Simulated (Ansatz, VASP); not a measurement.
One calculation of Ru, two programs

```
CELL_PARAMETERS angstrom
3.48170 0.00000 0.00000
-1.74085 3.01524 0.00000
0.00000 0.00000 3.95010
ATOMIC_POSITIONS crystal
Ru 0.22540 0.00000 0.33333
Ru 0.00000 0.22540 0.66667
Ru 0.77460 0.77460 0.00000
```

Alike in both runs: task relaxation of cell and atoms; functional r2SCAN; k mesh 6 × 6 × 4; occupations gaussian, width 0.1 eV; no spin polarisation.

|  | VASP | Ansatz |
| --- | --- | --- |
| version | VASP 6.6.1 | Ansatz 0.2.0 |
| potentials or method | VASP PAW PBE potentials, release 64 (Ru_pv) | scalar-relativistic, plane waves, PAW |
| plane-wave cutoff (eV) | 600 | 500 |
| valence electrons in the cell | 42 | 48 |

VASP gave:

* gap on the k mesh at the Fermi level, each at its own relaxed structure (eV): none
* relaxed volume (Å³/atom): 15.51
* relaxed cell length with the largest relative difference (Å): 4.560
* energy change over the relaxation (meV/atom): -2834

Question: What did Ansatz give for the same quantities?

Answer: gap on the k mesh at the Fermi level, each at its own relaxed structure (eV): none; relaxed volume (Å³/atom): 15.61; relaxed cell length with the largest relative difference (Å): 4.611; energy change over the relaxation (meV/atom): -2597.

A gap of «none» marks a metal or a gap that the smearing closes. The two sets of potentials don't hold the same shells in valence.

Caveats: the k mesh is coarse (spacing up to 0.40 Å⁻¹), so the values aren't converged; the PAW data sets were made with another functional, which shifts forces and pressure a little (VASP).
